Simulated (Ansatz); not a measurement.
input.yaml

```yaml
crystal:
  lattice:
    - [5.9076111736, -2.0748415918, -0.0320617613]
    - [5.9076111736, 2.0748415918, -0.0320617613]
    - [-1.6333351758, 0.0, 4.4682453499]
  atoms:
    - { symbol: In, position: [0.8867299739, 0.8867299739, 0.037660778] }
    - { symbol: In, position: [0.1132700261, 0.1132700261, 0.962339222] }
    - { symbol: Se, position: [0.6569614382, 0.6569614382, 0.6454163823] }
    - { symbol: Se, position: [0.3430385618, 0.3430385618, 0.3545836177] }
basis:
  ecutwfc: 420
kpoints:
  mp_grid: { grid: [8, 8, 6] }
hamiltonian:
  xc: pbesol
scf:
  occupations: { method: gaussian, width: 0.02 }
output:
  forces: true
  stress: true
  eigenvalues: true
relax:
  adjacent_minimum: "off"
  f_tol: 0.01
  max_steps: 30
  cell: { stress_tol: 0.1, fix: [volume] }
```

Command:
```bash
ansatz run input.yaml --threads 1 --pin off --max-ram 2560MiB --backend cpu --events-out ev --progress --plain --runs-dir out
```

Theory: DFT PBEsol, scalar-relativistic, plane waves, PAW (Ansatz).

Abridged output (iterations and final results):

```
SCF iter   1: F=—  HF=-21901.092612 eV  |F-HF|=—  |Δ(HF+E_count)|=         —  Δρ=3.35e-3  dr2=1.91e-2  ethr=1.77e-3  ⟨swp⟩=7.2  Hψ=16481  notcnv=0  defer=1
SCF iter   2: F=—  HF=-21901.084351 eV  |F-HF|=—  |Δ(HF+E_count)|=   8.26e-3  Δρ=1.57e-3  dr2=2.80e-3  ethr=3.29e-5  ⟨swp⟩=2.5  Hψ=6964  notcnv=0  defer=186
SCF iter   3: F=—  HF=-21901.083829 eV  |F-HF|=—  |Δ(HF+E_count)|=   5.21e-4  Δρ=4.29e-4  dr2=2.49e-4  ethr=4.83e-6  ⟨swp⟩=2.0  Hψ=6440  notcnv=0  defer=186
SCF iter   4: F=—  HF=-21901.083856 eV  |F-HF|=—  |Δ(HF+E_count)|=   2.71e-5  Δρ=2.07e-4  dr2=4.97e-5  ethr=4.30e-7  ⟨swp⟩=2.0  Hψ=4573  notcnv=0  defer=186
SCF iter   5: F=—  HF=-21901.083880 eV  |F-HF|=—  |Δ(HF+E_count)|=   2.39e-5  Δρ=3.91e-5  dr2=2.14e-6  ethr=8.57e-8  ⟨swp⟩=2.4  Hψ=6862  notcnv=0  defer=186
SCF iter   6: F=—  HF=-21901.083881 eV  |F-HF|=—  |Δ(HF+E_count)|=   4.22e-7  Δρ=2.07e-5  dr2=3.96e-7  ethr=3.70e-9  ⟨swp⟩=2.0  Hψ=7110  notcnv=0  defer=186
SCF iter   7: F=-21901.083880 eV  HF=-21901.083880 eV  |F-HF|=8.36e-9  |Δ(HF+E_count)|=   3.26e-7  Δρ=5.84e-6  dr2=4.16e-8  ethr=1.72e-10  ⟨swp⟩=8.4  Hψ=18221  notcnv=0
SCF 1 converged in 7 iterations: F = -21901.083880 eV  dr2 = 4.16e-8
relax step   1: F+E_penalty+E_count = -21901.08388030 eV  Δ(F+E_penalty+E_count) = +0.000e0 eV  max|allowed force component| = 1.904e-1 eV/Å  Δτ_max = 0.0000 Å  P = -1.989 GPa  Ω = 109.320 Å³  fix = [volume]  reactions: volume -1.989 GPa (7 SCF iters, dr2 threshold 1.00e-7 eV, accepted)
Basis set: ecut = 420 eV, 2119 PW (Γ), exchange–correlation on 90×90×64 points (8 copies of the dense FFT grid, shifted against one another)
Initial density: handed on by an earlier stage of this run
Initial wavefunctions: those handed on with the density
SCF iter   1: F=—  HF=-21901.089866 eV  |F-HF|=—  |Δ(HF+E_count)|=         —  Δρ=4.78e-3  dr2=1.70e-2  ethr=3.08e-5  ⟨swp⟩=2.1  Hψ=21851  notcnv=0
SCF iter   2: F=—  HF=-21901.084156 eV  |F-HF|=—  |Δ(HF+E_count)|=   5.71e-3  Δρ=2.15e-3  dr2=3.27e-3  ethr=2.93e-5  ⟨swp⟩=2.2  Hψ=5451  notcnv=0
SCF iter   3: F=—  HF=-21901.083235 eV  |F-HF|=—  |Δ(HF+E_count)|=   9.21e-4  Δρ=3.04e-4  dr2=1.24e-4  ethr=5.64e-6  ⟨swp⟩=2.1  Hψ=7788  notcnv=0
SCF iter   4: F=—  HF=-21901.083286 eV  |F-HF|=—  |Δ(HF+E_count)|=   5.05e-5  Δρ=1.07e-4  dr2=1.77e-5  ethr=2.14e-7  ⟨swp⟩=2.0  Hψ=7296  notcnv=0
SCF iter   5: F=—  HF=-21901.083273 eV  |F-HF|=—  |Δ(HF+E_count)|=   1.26e-5  Δρ=3.25e-5  dr2=1.11e-6  ethr=3.05e-8  ⟨swp⟩=2.0  Hψ=7296  notcnv=0
SCF iter   6: F=-21901.083273 eV  HF=-21901.083273 eV  |F-HF|=4.76e-8  |Δ(HF+E_count)|=   4.33e-7  Δρ=8.83e-6  dr2=8.22e-8  ethr=6.90e-10  ⟨swp⟩=5.2  Hψ=15810  notcnv=0
SCF 2 converged in 6 iterations: F = -21901.083273 eV  dr2 = 8.22e-8
relax step   2: F+E_penalty+E_count = -21901.08327349 eV  Δ(F+E_penalty+E_count) = +6.068e-4 eV  max|allowed force component| = 2.514e-1 eV/Å  Δτ_max = 0.0722 Å  P = -0.457 GPa  Ω = 109.320 Å³  fix = [volume]  (6 SCF iters, dr2 threshold 4.00e-7 eV, rejected (line search))
SCF iter   1: F=—  HF=-21901.095246 eV  |F-HF|=—  |Δ(HF+E_count)|=         —  Δρ=2.73e-3  dr2=6.04e-3  ethr=1.05e-5  ⟨swp⟩=2.2  Hψ=17112  notcnv=0
SCF iter   2: F=—  HF=-21901.093183 eV  |F-HF|=—  |Δ(HF+E_count)|=   2.06e-3  Δρ=1.20e-3  dr2=1.05e-3  ethr=1.04e-5  ⟨swp⟩=2.3  Hψ=5974  notcnv=0
SCF iter   3: F=—  HF=-21901.092872 eV  |F-HF|=—  |Δ(HF+E_count)|=   3.11e-4  Δρ=1.96e-4  dr2=4.48e-5  ethr=1.81e-6  ⟨swp⟩=2.0  Hψ=7526  notcnv=0
SCF iter   4: F=—  HF=-21901.092886 eV  |F-HF|=—  |Δ(HF+E_count)|=   1.42e-5  Δρ=7.09e-5  dr2=6.68e-6  ethr=7.72e-8  ⟨swp⟩=2.0  Hψ=7296  notcnv=0
SCF iter   5: F=—  HF=-21901.092882 eV  |F-HF|=—  |Δ(HF+E_count)|=   3.77e-6  Δρ=2.03e-5  dr2=3.42e-7  ethr=1.15e-8  ⟨swp⟩=2.0  Hψ=7296  notcnv=0
SCF iter   6: F=—  HF=-21901.092882 eV  |F-HF|=—  |Δ(HF+E_count)|=   6.44e-7  Δρ=5.04e-6  dr2=3.03e-8  ethr=5.90e-10  ⟨swp⟩=2.0  Hψ=4739  notcnv=0
SCF iter   7: F=—  HF=-21901.092882 eV  |F-HF|=—  |Δ(HF+E_count)|=   2.31e-8  Δρ=1.17e-6  dr2=1.31e-9  ethr=5.22e-11  ⟨swp⟩=2.0  Hψ=6090  notcnv=0
SCF iter   8: F=-21901.092882 eV  HF=-21901.092882 eV  |F-HF|=2.91e-11  |Δ(HF+E_count)|=   1.06e-9  Δρ=2.34e-7  dr2=7.06e-11  ethr=1.00e-12  ⟨swp⟩=5.0  Hψ=14686  notcnv=0
SCF 3 converged in 8 iterations: F = -21901.092882 eV  dr2 = 7.06e-11
relax step   3: F+E_penalty+E_count = -21901.09288181 eV  Δ(F+E_penalty+E_count) = -9.002e-3 eV  max|allowed force component| = 1.045e-2 eV/Å  Δτ_max = 0.0321 Å  P = -1.196 GPa  Ω = 109.320 Å³  energy of the carried Pulay correction = -1.329e-17 eV  fix = [volume]  reactions: volume -1.196 GPa (8 SCF iters, accepted)
Basis set: ecut = 420 eV, 2115 PW (Γ), exchange–correlation on 90×90×64 points (8 copies of the dense FFT grid, shifted against one another)
SCF iter   1: F=—  HF=-21901.094843 eV  |F-HF|=—  |Δ(HF+E_count)|=         —  Δρ=1.45e-3  dr2=2.01e-3  ethr=3.40e-6  ⟨swp⟩=2.5  Hψ=20950  notcnv=0
SCF iter   2: F=—  HF=-21901.094218 eV  |F-HF|=—  |Δ(HF+E_count)|=   6.25e-4  Δρ=5.93e-4  dr2=2.57e-4  ethr=3.40e-6  ⟨swp⟩=2.5  Hψ=7189  notcnv=0
SCF iter   3: F=—  HF=-21901.094156 eV  |F-HF|=—  |Δ(HF+E_count)|=   6.19e-5  Δρ=1.37e-4  dr2=1.56e-5  ethr=4.43e-7  ⟨swp⟩=2.3  Hψ=7672  notcnv=0
SCF iter   4: F=—  HF=-21901.094157 eV  |F-HF|=—  |Δ(HF+E_count)|=   9.92e-7  Δρ=2.60e-5  dr2=7.23e-7  ethr=2.69e-8  ⟨swp⟩=3.0  Hψ=7274  notcnv=0
SCF iter   5: F=-21901.094157 eV  HF=-21901.094157 eV  |F-HF|=1.23e-8  |Δ(HF+E_count)|=  4.00e-10  Δρ=4.87e-6  dr2=3.83e-8  ethr=2.25e-10  ⟨swp⟩=6.0  Hψ=17483  notcnv=0
SCF 4 converged in 5 iterations: F = -21901.094157 eV  dr2 = 3.83e-8
relax step   4: F+E_penalty+E_count = -21901.09415689 eV  Δ(F+E_penalty+E_count) = -1.275e-3 eV  max|allowed force component| = 4.050e-2 eV/Å  Δτ_max = 0.0180 Å  P = -1.064 GPa  Ω = 109.320 Å³  energy of the carried Pulay correction = -3.324e-18 eV  fix = [volume]  reactions: volume -1.064 GPa (5 SCF iters, dr2 threshold 1.30e-7 eV, accepted)
Basis set: ecut = 420 eV, 2129 PW (Γ), exchange–correlation on 90×90×64 points (8 copies of the dense FFT grid, shifted against one another)
SCF iter   1: F=—  HF=-21901.095097 eV  |F-HF|=—  |Δ(HF+E_count)|=         —  Δρ=7.52e-4  dr2=3.28e-4  ethr=5.70e-7  ⟨swp⟩=2.9  Hψ=23238  notcnv=0
SCF iter   2: F=—  HF=-21901.095019 eV  |F-HF|=—  |Δ(HF+E_count)|=   7.78e-5  Δρ=3.49e-4  dr2=7.79e-5  ethr=5.66e-7  ⟨swp⟩=2.0  Hψ=5038  notcnv=0
SCF iter   3: F=—  HF=-21901.095009 eV  |F-HF|=—  |Δ(HF+E_count)|=   1.06e-5  Δρ=6.32e-5  dr2=4.99e-6  ethr=1.34e-7  ⟨swp⟩=2.0  Hψ=5892  notcnv=0
SCF iter   4: F=—  HF=-21901.095010 eV  |F-HF|=—  |Δ(HF+E_count)|=   1.09e-6  Δρ=1.28e-5  dr2=2.22e-7  ethr=8.60e-9  ⟨swp⟩=2.1  Hψ=6872  notcnv=0
SCF iter   5: F=-21901.095010 eV  HF=-21901.095010 eV  |F-HF|=2.60e-8  |Δ(HF+E_count)|=   4.76e-8  Δρ=5.82e-6  dr2=5.24e-8  ethr=1.77e-10  ⟨swp⟩=5.9  Hψ=17205  notcnv=0
SCF 5 converged in 5 iterations: F = -21901.095010 eV  dr2 = 5.24e-8
relax step   5: F+E_penalty+E_count = -21901.09500972 eV  Δ(F+E_penalty+E_count) = -8.528e-4 eV  max|allowed force component| = 9.718e-3 eV/Å  Δτ_max = 0.0096 Å  P = -0.842 GPa  Ω = 109.320 Å³  energy of the carried Pulay correction = -9.971e-18 eV  fix = [volume]  reactions: volume -0.842 GPa (5 SCF iters, dr2 threshold 1.03e-7 eV, accepted)
SCF iter   1: F=—  HF=-21901.095190 eV  |F-HF|=—  |Δ(HF+E_count)|=         —  Δρ=2.56e-4  dr2=6.65e-5  ethr=1.34e-7  ⟨swp⟩=3.0  Hψ=22860  notcnv=0
SCF iter   2: F=—  HF=-21901.095170 eV  |F-HF|=—  |Δ(HF+E_count)|=   2.01e-5  Δρ=1.21e-4  dr2=1.31e-5  ethr=1.15e-7  ⟨swp⟩=3.0  Hψ=6403  notcnv=0
SCF iter   3: F=—  HF=-21901.095167 eV  |F-HF|=—  |Δ(HF+E_count)|=   2.83e-6  Δρ=2.95e-5  dr2=9.85e-7  ethr=2.26e-8  ⟨swp⟩=2.0  Hψ=4680  notcnv=0
SCF iter   4: F=—  HF=-21901.095167 eV  |F-HF|=—  |Δ(HF+E_count)|=   1.24e-7  Δρ=5.93e-6  dr2=5.09e-8  ethr=1.70e-9  ⟨swp⟩=2.0  Hψ=7296  notcnv=0
SCF iter   5: F=-21901.095167 eV  HF=-21901.095167 eV  |F-HF|=4.35e-9  |Δ(HF+E_count)|=   3.94e-8  Δρ=3.06e-6  dr2=8.37e-9  ethr=7.01e-11  ⟨swp⟩=4.2  Hψ=14400  notcnv=0
SCF 6 converged in 5 iterations: F = -21901.095167 eV  dr2 = 8.37e-9
relax step   6: F+E_penalty+E_count = -21901.09516697 eV  Δ(F+E_penalty+E_count) = -1.572e-4 eV  max|allowed force component| = 3.323e-3 eV/Å  Δτ_max = 0.0025 Å  P = -0.840 GPa  Ω = 109.320 Å³  energy of the carried Pulay correction = +1.329e-17 eV  fix = [volume]  reactions: volume -0.840 GPa (5 SCF iters, dr2 threshold 4.07e-8 eV, accepted)
Basis set: ecut = 420 eV, 2129 PW (Γ), exchange–correlation on 90×90×72 points (8 copies of the dense FFT grid, shifted against one another)
Initial wavefunctions: pseudopotential atomic-orbital guess (no wavefunctions were taken with the density)
SCF iter   1: F=—  HF=-21901.094242 eV  |F-HF|=—  |Δ(HF+E_count)|=         —  Δρ=3.27e-4  dr2=2.72e-6  ethr=3.05e-7  ⟨swp⟩=2.9  Hψ=25305  notcnv=0
SCF iter   2: F=—  HF=-21901.094943 eV  |F-HF|=—  |Δ(HF+E_count)|=   7.01e-4  Δρ=1.65e-4  dr2=6.69e-7  ethr=4.68e-9  ⟨swp⟩=2.1  Hψ=5426  notcnv=0
SCF iter   3: F=—  HF=-21901.095154 eV  |F-HF|=—  |Δ(HF+E_count)|=   2.12e-4  Δρ=9.15e-6  dr2=1.76e-8  ethr=1.15e-9  ⟨swp⟩=2.0  Hψ=4983  notcnv=0
SCF iter   4: F=—  HF=-21901.095155 eV  |F-HF|=—  |Δ(HF+E_count)|=   5.55e-7  Δρ=1.14e-6  dr2=6.34e-10  ethr=3.03e-11  ⟨swp⟩=2.0  Hψ=7296  notcnv=0
SCF iter   5: F=—  HF=-21901.095155 eV  |F-HF|=—  |Δ(HF+E_count)|=   5.94e-9  Δρ=3.64e-7  dr2=1.84e-10  ethr=1.00e-12  ⟨swp⟩=4.0  Hψ=14365  notcnv=0
SCF iter   6: F=-21901.095155 eV  HF=-21901.095155 eV  |F-HF|=0.00e0  |Δ(HF+E_count)|=  1.89e-10  Δρ=1.07e-7  dr2=2.60e-11  ethr=1.00e-12  ⟨swp⟩=4.0  Hψ=11848  notcnv=0
SCF 7 converged in 6 iterations: F = -21901.095155 eV  dr2 = 2.60e-11
SCF converged after 6 iterations
Free energy (F): -21901.095155 eV
Harris-Foulkes:  -21901.095155 eV  (|F-HF|=0.00e0)
Internal energy: -21901.095155 eV  (E = F + TS)
E sigma→0 (E₀):  -21901.095155 eV
Fermi energy:    8.127720 eV
--- Per-component energies (eV) ---
  E_band       = -870.608017
  E_kinetic    = 722.229533
  E_local      = -7541.908594  (includes V_loc(G=0)·N_el)
  E_nonlocal   = -448.304290
  E_hartree    = 3481.157693
  E_xc         = -632.908213
  E_vxc        = -394.985452  (∫ρ·V_xc dr)
  E_paw        = -11903.768982  (= ΣΔE_a)
  E_vpaw       = -169.953689  (= ΣTr[D̂ρ^β])
  E_aug_tail   = -0.001156  (compensation charges beyond the density's cutoff)
  E_ewald      = -5580.079852
  E_core_change = 2.488706  (= ΣΔE_core)
  E_smearing   =  0.000000  (= −TS)
--- Forces (eV/Å), atoms counted from 1 ---
  atom   1  In    -0.00340982     0.00000000     0.00033600
  atom   2  In     0.00340982     0.00000000    -0.00033600
  atom   3  Se     0.00156788     0.00000000     0.00028708
  atom   4  Se    -0.00156788     0.00000000    -0.00028708
--- Stress (GPa, compression-positive) ---
       -0.872878       0.000000      -0.019742
        0.000000      -0.799061       0.000000
       -0.019742       0.000000      -0.847167
  P = ⅓ Tr σ = -0.8397 GPa (-8.397 kbar)
--- Band table (eV; the first three rows and the last of 114) ---
  k-point 0: bands = ["-39.4869", "-39.4864", "-39.4861", "-39.4858", "-39.4642", "-39.4639", "-39.4619", "-39.4616", "-39.4528", "-39.4528", "-6.8456", "-6.7315", "-6.5301", "-6.5018", "-6.4638", "-6.4594", "-6.4156", "-6.3676", "-6.3387", "-6.1864", "-5.6695", "-3.8564", "3.0006", "3.6335", "3.9810", "5.2316", "5.5510", "6.0516", "6.4223", "10.3832", "10.7987", "11.3210", "12.5424", "12.9623", "13.0165"]
  k-point 1: bands = ["-39.4869", "-39.4864", "-39.4861", "-39.4858", "-39.4642", "-39.4639", "-39.4619", "-39.4616", "-39.4528", "-39.4528", "-6.8507", "-6.7304", "-6.5312", "-6.5000", "-6.4636", "-6.4621", "-6.4147", "-6.3673", "-6.3378", "-6.1896", "-5.5548", "-3.9762", "2.6029", "3.4205", "4.1245", "5.6144", "5.6479", "6.4632", "6.6163", "9.8855", "10.0259", "11.7589", "12.0772", "12.9413", "13.9292"]
  k-point 2: bands = ["-39.4869", "-39.4864", "-39.4861", "-39.4858", "-39.4642", "-39.4639", "-39.4619", "-39.4617", "-39.4528", "-39.4528", "-6.8592", "-6.7288", "-6.5332", "-6.4957", "-6.4672", "-6.4621", "-6.4132", "-6.3667", "-6.3366", "-6.1959", "-5.2503", "-4.2931", "2.0471", "2.9826", "4.8015", "5.7708", "6.3466", "6.5130", "7.1726", "9.0634", "9.4147", "11.5400", "11.7814", "13.7336", "14.0826"]
  k-point 113: bands = ["-39.4870", "-39.4863", "-39.4863", "-39.4856", "-39.4641", "-39.4640", "-39.4618", "-39.4617", "-39.4529", "-39.4527", "-6.8252", "-6.6782", "-6.6017", "-6.5685", "-6.4945", "-6.4673", "-6.4209", "-6.3755", "-6.2595", "-6.1881", "-5.1796", "-4.2184", "1.4623", "2.5500", "5.2291", "6.0318", "6.2355", "6.8229", "7.1117", "9.8012", "10.6365", "10.9545", "12.0841", "13.0334", "13.4314"]
--- Relaxed structure (6 steps of the walk, 5 accepted, 1 SCFs on fresh bases) ---
  F+E_penalty+E_count = -21901.09515499 eV   max|allowed force component| = 3.410e-3 eV/Å   (the final SCF, on the basis selected at the relaxed cell)
  cell:  # Å, volume = 109.3205 Å³
    - [5.82838250, -2.05243269, -0.05321327]
    - [5.82838250, 2.05243269, -0.05321327]
    - [-1.62679875, 0.0, 4.58420296]
  atoms:
    - { symbol: In, position: [0.88738485, 0.88738485, 0.04352868] }
    - { symbol: In, position: [0.11261514, 0.11261514, 0.95647131] }
    - { symbol: Se, position: [0.65912956, 0.65912956, 0.65382695] }
    - { symbol: Se, position: [0.34087043, 0.34087043, 0.34617304] }
```

The relaxation met its thresholds.

It took 3.5 min on 1 thread of Intel(R) Xeon(R) Platinum 8259CL CPU @ 2.50GHz (Skylake/Cascade Lake), on a shared host, peak memory 0.69 GiB.

The cell holds layers, and where no dispersion correction was added their binding is poorly described.